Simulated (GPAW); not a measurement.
# CuO (P4/mmm) in GPAW: further runs, part 2 of 2

GPAW 26.7.0.

## (3) Relaxation of cell and atoms, BLYP

Contents of run.py:

```python
from ase.filters import FrechetCellFilter
from ase.io import read, write
from ase.optimize import BFGS
from gpaw import GPAW, PW, setup_paths

setup_paths.insert(0, '.')

atoms = read('CuO.xyz')

calc = GPAW(mode=PW(800),
            xc='BLYP',
            kpts={'size': (4, 4, 4), 'gamma': True},
            occupations={'name': 'fermi-dirac', 'width': 0.05},
            nbands=47,
            convergence={'density': 1e-06, 'energy': 1e-06, 'eigenstates': 1e-10},
            eigensolver='davidson',
            maxiter=150,
            txt='gpaw.txt')
atoms.calc = calc
opt = BFGS(FrechetCellFilter(atoms), trajectory='relax.traj', logfile='-')
done = opt.run(fmax=0.02, steps=40)
calc.write('gs.gpw')
write('result.traj', atoms)
print('Converged:', done)
print('Cell:', atoms.cell.cellpar().round(4))
print('Volume:', round(atoms.get_volume(), 4))
print(atoms.get_scaled_positions().round(5))
```

Contents of CuO.xyz:

```xyz
6
Lattice="4.1609370000 0.0000000000 0.0000000000 0.0000000000 4.1609370000 0.0000000000 0.0000000000 0.0000000000 3.8876430000" Properties=species:S:1:pos:R:3 pbc="T T T"
Cu     2.0804685000      0.0000000000      1.9438215000
Cu     0.0000000000      2.0804685000      1.9438215000
Cu     0.0000000000      0.0000000000      0.0000000000
O      0.0000000000      0.0000000000      1.9438215000
O      2.0804685000      0.0000000000      0.0000000000
O      0.0000000000      2.0804685000      0.0000000000
```

Potentials or basis: PAW data sets generated in the run's folder for this functional, pw.

Run with:

```
$ gpaw-setup -f BLYP Cu O
$ OMP_NUM_THREADS=1 python run.py
```

gpaw.txt:

```text
__  _  _
 | _ |_)|_||  |
 |__||  | ||/\| - 26.7.0

Input parameters:
  mode=PW(ecut=800.0),
  convergence={'density': 1e-06, 'energy': 1e-06, 'eigenstates': 1e-10},
  eigensolver=Davidson(niter=2),
  kpts=MonkhorstPack(size=(4, 4, 4), gamma=True),
  maxiter=150,
  nbands=47,
  occupations=Occupations(name='fermi-dirac', width=0.05),
  xc=XC(name='BLYP')

Diagonalizing LCAO Hamiltonian
Converting LCAO to pw mode
    .---------.
   /|         |
  / |         |
 *  |         |
 | Cu         |
 O  .-Cu------.
 | O         /
 |/         /
 Cu---O----*

Atoms  # Å, Bohr magnetons
|   | symbol |        x |        y |        z |    initial magnetic moments |
|---|--------|----------|----------|----------|-----------------------------|
| 0 |     Cu | 2.080468 | 0.000000 | 1.943822 | ( 0.0000,  0.0000,  0.0000) |
| 1 |     Cu | 0.000000 | 2.080468 | 1.943822 | ( 0.0000,  0.0000,  0.0000) |
| 2 |     Cu | 0.000000 | 0.000000 | 0.000000 | ( 0.0000,  0.0000,  0.0000) |
| 3 |      O | 0.000000 | 0.000000 | 1.943822 | ( 0.0000,  0.0000,  0.0000) |
| 4 |      O | 2.080468 | 0.000000 | 0.000000 | ( 0.0000,  0.0000,  0.0000) |
| 5 |      O | 0.000000 | 2.080468 | 0.000000 | ( 0.0000,  0.0000,  0.0000) |
[... 154 lines left out ...]
convergence criteria:
- Maximum integral of absolute [dens]ity change: 1e-06 electrons / valence electron
- Maximum [total energy] change in last 3 cyles: 1e-06 eV / valence electron
- Maximum integral of absolute [eigenst]ate change: 1e-10 eV^2 / valence electron
maximum number of iterations: 150

SCF iterations
|iter     | |      energy | eigst |  dens |
|---------|-|-------------|-------|-------|
|iter:   1| |  -35.940459 | +0.25 |       |
|iter:   2| |  -32.056263 | -1.43 | -0.88 |
|iter:   3| |  -26.323463 | -0.69 | -0.96 |
|iter:   4| |  -26.312021 | -1.96 | -1.48 |
|iter:   5| |  -26.038843 | -2.38 | -1.41 |
|iter:   6| |  -25.969061 | -2.85 | -1.62 |
|iter:   7| |  -25.935570 | -3.31 | -1.90 |
|iter:   8| |  -25.928981 | -3.79 | -2.31 |
|iter:   9| |  -25.927861 | -4.70 | -2.63 |
|iter:  10| |  -25.927894 | -5.37 | -3.27 |
|iter:  11| |  -25.927885c| -6.49 | -3.76 |
|iter:  12| |  -25.927885c| -7.37 | -4.57 |
|iter:  13| |  -25.927885c| -8.02 | -5.02 |
|iter:  14| |  -25.927885c| -8.86 | -5.50 |
|iter:  15| |  -25.927885c| -9.59 | -6.07c|
|iter:  16| |  -25.927885c|-10.55c| -6.82c|
[... 53 lines left out ...]
Forces  # eV/Ang
|        x |        y |       z |
|----------|----------|---------|
|  0.00000 | -0.00000 | 0.00000 |  # Cu   0
| -0.00000 |  0.00000 | 0.00000 |  # Cu   1
| -0.00000 |  0.00000 | 0.00000 |  # Cu   2
| -0.00000 |  0.00000 | 0.00000 |  # O    3
|  0.00000 |  0.00000 | 0.00000 |  # O    4
| -0.00000 |  0.00000 | 0.00000 |  # O    5

Interpolating wave functions to new cell
    .---------.
   /|         |
  / |         |
 *  |         |
 | Cu         |
 |  .---------.
 O O  Cu     /
 |/         /
 Cu---O----*

Atoms  # Å, Bohr magnetons
|   | symbol |         x |         y |        z |    initial magnetic moments |
|---|--------|-----------|-----------|----------|-----------------------------|
| 0 |     Cu |  2.083109 | -0.000000 | 1.946782 | ( 0.0000,  0.0000,  0.0000) |
| 1 |     Cu | -0.000000 |  2.083109 | 1.946782 | ( 0.0000,  0.0000,  0.0000) |
| 2 |     Cu | -0.000000 |  0.000000 | 0.000000 | ( 0.0000,  0.0000,  0.0000) |
| 3 |      O | -0.000000 |  0.000000 | 1.946782 | ( 0.0000,  0.0000,  0.0000) |
| 4 |      O |  2.083109 |  0.000000 | 0.000000 | ( 0.0000,  0.0000,  0.0000) |
| 5 |      O | -0.000000 |  2.083109 | 0.000000 | ( 0.0000,  0.0000,  0.0000) |
[... 241 lines left out ...]
         Cu
       O    Cu
         O
       Cu   O

Atoms  # Å, Bohr magnetons
|   | symbol |        x |        y |         z |    initial magnetic moments |
|---|--------|----------|----------|-----------|-----------------------------|
| 0 |     Cu | 2.113450 | 0.000000 |  1.979326 | ( 0.0000,  0.0000,  0.0000) |
| 1 |     Cu | 0.000000 | 2.113450 |  1.979326 | ( 0.0000,  0.0000,  0.0000) |
| 2 |     Cu | 0.000000 | 0.000000 |  0.000000 | ( 0.0000,  0.0000,  0.0000) |
| 3 |      O | 0.000000 | 0.000000 |  1.979326 | ( 0.0000,  0.0000,  0.0000) |
| 4 |      O | 2.113450 | 0.000000 |  0.000000 | ( 0.0000,  0.0000,  0.0000) |
| 5 |      O | 0.000000 | 2.113450 | -0.000000 | ( 0.0000,  0.0000,  0.0000) |

Unit cell  # Å
| periodic |        x |         y |         z |  lengths |    angles |
|----------|----------|-----------|-----------|----------|-----------|
|      yes | 4.226901 | -0.000000 |  0.000000 | 4.226901 | 90.000000 |
|      yes | 0.000000 |  4.226901 | -0.000000 | 4.226901 | 90.000000 |
|      yes | 0.000000 | -0.000000 |  3.958652 | 3.958652 | 90.000000 |
[... 209 lines left out ...]
|         33 |        16.307 |     0.000 |
|         34 |        18.161 |     0.000 |
|        ... |               |           |
|         46 |        26.119 |     0.000 |

No gap
No difference between direct/indirect transitions

Stress tensor  # eV/Ang^3
|         x |         y |        z |
|-----------|-----------|----------|
| -0.011337 |  0.000000 | 0.000000 |
|  0.000000 | -0.011337 | 0.000000 |
|  0.000000 |  0.000000 | 0.011123 |

Forces  # eV/Ang
|        x |       y |       z |
|----------|---------|---------|
|  0.00000 | 0.00000 | 0.00000 |  # Cu   0
|  0.00000 | 0.00000 | 0.00000 |  # Cu   1
| -0.00000 | 0.00000 | 0.00000 |  # Cu   2
|  0.00000 | 0.00000 | 0.00000 |  # O    3
|  0.00000 | 0.00000 | 0.00000 |  # O    4
|  0.00000 | 0.00000 | 0.00000 |  # O    5

Interpolating wave functions to new cell

         Cu
       O    Cu
         O
       Cu   O

Atoms  # Å, Bohr magnetons
|   | symbol |        x |         y |         z |    initial magnetic moments |
|---|--------|----------|-----------|-----------|-----------------------------|
| 0 |     Cu | 2.116484 | -0.000000 |  1.981147 | ( 0.0000,  0.0000,  0.0000) |
| 1 |     Cu | 0.000000 |  2.116484 |  1.981147 | ( 0.0000,  0.0000,  0.0000) |
| 2 |     Cu | 0.000000 |  0.000000 |  0.000000 | ( 0.0000,  0.0000,  0.0000) |
| 3 |      O | 0.000000 | -0.000000 |  1.981147 | ( 0.0000,  0.0000,  0.0000) |
| 4 |      O | 2.116484 |  0.000000 |  0.000000 | ( 0.0000,  0.0000,  0.0000) |
| 5 |      O | 0.000000 |  2.116484 | -0.000000 | ( 0.0000,  0.0000,  0.0000) |

Unit cell  # Å
| periodic |        x |         y |         z |  lengths |    angles |
|----------|----------|-----------|-----------|----------|-----------|
|      yes | 4.232968 | -0.000000 | -0.000000 | 4.232968 | 90.000000 |
|      yes | 0.000000 |  4.232968 | -0.000000 | 4.232968 | 90.000000 |
|      yes | 0.000000 | -0.000000 |  3.962295 | 3.962295 | 90.000000 |
[... 207 lines left out ...]
|         33 |        16.248 |     0.000 |
|         34 |        18.098 |     0.000 |
|        ... |               |           |
|         46 |        26.042 |     0.000 |

No gap
No difference between direct/indirect transitions

Stress tensor  # eV/Ang^3
|         x |         y |        z |
|-----------|-----------|----------|
| -0.009026 |  0.000000 | 0.000000 |
|  0.000000 | -0.009026 | 0.000000 |
|  0.000000 |  0.000000 | 0.015112 |

Forces  # eV/Ang
|        x |        y |       z |
|----------|----------|---------|
|  0.00000 |  0.00000 | 0.00000 |  # Cu   0
| -0.00000 |  0.00000 | 0.00000 |  # Cu   1
|  0.00000 | -0.00000 | 0.00000 |  # Cu   2
|  0.00000 |  0.00000 | 0.00000 |  # O    3
|  0.00000 | -0.00000 | 0.00000 |  # O    4
|  0.00000 |  0.00000 | 0.00000 |  # O    5
[... 495 lines left out ...]
Stress tensor  # eV/Ang^3
|         x |         y |         z |
|-----------|-----------|-----------|
| -0.002121 | -0.000000 |  0.000000 |
| -0.000000 | -0.002121 | -0.000000 |
|  0.000000 | -0.000000 |  0.024260 |

Forces  # eV/Ang
|        x |       y |       z |
|----------|---------|---------|
| -0.00000 | 0.00000 | 0.00000 |  # Cu   0
| -0.00000 | 0.00000 | 0.00000 |  # Cu   1
|  0.00000 | 0.00000 | 0.00000 |  # Cu   2
|  0.00000 | 0.00000 | 0.00000 |  # O    3
| -0.00000 | 0.00000 | 0.00000 |  # O    4
| -0.00000 | 0.00000 | 0.00000 |  # O    5

Interpolating wave functions to new cell

         Cu
       O    Cu
         O
       Cu   O

Atoms  # Å, Bohr magnetons
|   | symbol |         x |        y |        z |    initial magnetic moments |
|---|--------|-----------|----------|----------|-----------------------------|
| 0 |     Cu |  2.152288 | 0.000000 | 1.968428 | ( 0.0000,  0.0000,  0.0000) |
| 1 |     Cu |  0.000000 | 2.152288 | 1.968428 | ( 0.0000,  0.0000,  0.0000) |
| 2 |     Cu | -0.000000 | 0.000000 | 0.000000 | ( 0.0000,  0.0000,  0.0000) |
| 3 |      O |  0.000000 | 0.000000 | 1.968428 | ( 0.0000,  0.0000,  0.0000) |
| 4 |      O |  2.152288 | 0.000000 | 0.000000 | ( 0.0000,  0.0000,  0.0000) |
| 5 |      O |  0.000000 | 2.152288 | 0.000000 | ( 0.0000,  0.0000,  0.0000) |

Unit cell  # Å
| periodic |        x |        y |         z |  lengths |    angles |
|----------|----------|----------|-----------|----------|-----------|
|      yes | 4.304577 | 0.000000 | -0.000000 | 4.304577 | 90.000000 |
|      yes | 0.000000 | 4.304577 |  0.000000 | 4.304577 | 90.000000 |
|      yes | 0.000000 | 0.000000 |  3.936856 | 3.936856 | 90.000000 |
[... 217 lines left out ...]
Stress tensor  # eV/Ang^3
|        x |         y |         z |
|----------|-----------|-----------|
| 0.002841 |  0.000000 |  0.000000 |
| 0.000000 |  0.002841 | -0.000000 |
| 0.000000 | -0.000000 |  0.027305 |

Forces  # eV/Ang
|       x |        y |       z |
|---------|----------|---------|
| 0.00000 | -0.00000 | 0.00000 |  # Cu   0
| 0.00000 |  0.00000 | 0.00000 |  # Cu   1
| 0.00000 |  0.00000 | 0.00000 |  # Cu   2
| 0.00000 | -0.00000 | 0.00000 |  # O    3
| 0.00000 |  0.00000 | 0.00000 |  # O    4
| 0.00000 | -0.00000 | 0.00000 |  # O    5

Interpolating wave functions to new cell

         Cu
       O    Cu
         O
       Cu   O
[... 1009 lines left out ...]
Forces  # eV/Ang
|        x |        y |       z |
|----------|----------|---------|
| -0.00000 |  0.00000 | 0.00000 |  # Cu   0
|  0.00000 | -0.00000 | 0.00000 |  # Cu   1
| -0.00000 |  0.00000 | 0.00000 |  # Cu   2
|  0.00000 |  0.00000 | 0.00000 |  # O    3
|  0.00000 | -0.00000 | 0.00000 |  # O    4
| -0.00000 |  0.00000 | 0.00000 |  # O    5

# Writing to gs.gpw (mode='')
```

Wall time 13 min (1 thread of AMD EPYC 7R43 (Zen 3), shared host); peak memory 0.39 GiB.

What came out:

- Free energy: -26.1106 eV
- Relaxed volume: 12.35 Å³/atom
- Relaxed cell: a = 4.398 Å, b = 4.398 Å, c = 3.832 Å, α = 90.00°, β = 90.00°, γ = 90.00°
- Space group after relaxing (to 0.05 Å): P4/mmm (No. 123)
- Energy gained by relaxing: 25.7 meV/atom
- Ionic steps: 11
- Pressure after relaxing: 0.0 GPa
- Band gap on the k mesh: none (metal or under the smearing width)

The path:
| step | energy change (eV) | largest force (eV/Å) | pressure (GPa) | volume (Å³) |
| --- | --- | --- | --- | --- |
| 1 | 0.0000 | 0.0000 | 8.11 | 67.31 |
| 2 | -0.0146 | 0.0000 | 7.43 | 67.58 |
| 3 | -0.1030 | 0.0000 | 0.62 | 70.73 |
| 4 | -0.1055 | 0.0000 | 0.16 | 71.00 |
| 5 | -0.1088 | 0.0000 | -0.37 | 71.35 |
| 6 | -0.1158 | 0.0000 | -1.07 | 71.96 |
| 7 | -0.1306 | 0.0000 | -1.76 | 72.95 |
| 8 | -0.1473 | 0.0000 | -1.73 | 74.12 |
| 9 | -0.1560 | 0.0000 | -0.76 | 74.67 |
| 10 | -0.1552 | 0.0000 | -0.30 | 74.46 |
| 11 | -0.1541 | 0.0000 | -0.02 | 74.11 |

Final structure:
```yaml
crystal:
  lattice:
    - [4.39761, 0.00000, 0.00000]
    - [0.00000, 4.39761, 0.00000]
    - [0.00000, 0.00000, 3.83232]
  atoms:
    - { symbol: Cu, position: [0.50000, 0.00000, 0.50000] }
    - { symbol: Cu, position: [0.00000, 0.50000, 0.50000] }
    - { symbol: Cu, position: [0.00000, 0.00000, 0.00000] }
    - { symbol: O, position: [0.00000, 0.00000, 0.50000] }
    - { symbol: O, position: [0.50000, 0.00000, 0.00000] }
    - { symbol: O, position: [0.00000, 0.50000, 0.00000] }
```

Caveat: the k mesh is coarse (spacing up to 0.40 Å⁻¹), so the values aren't converged; with this Cu data set, volumes or pressures lay over 1.5 % or 2 GPa off other programs in two to four cells of ten; later steps reuse the first step's grids; an odd number of electrons without spin polarisation forces a metal; a magnetic or distorted state may lie lower; the run has no spin polarisation, though such a crystal can be magnetic; semilocal functionals often make such compounds metallic where correlation or magnetic order opens a gap, which also shifts bond lengths. With open d or f shells a metallic result of BLYP can be an artefact of self-interaction; +U or a hybrid may open a gap.
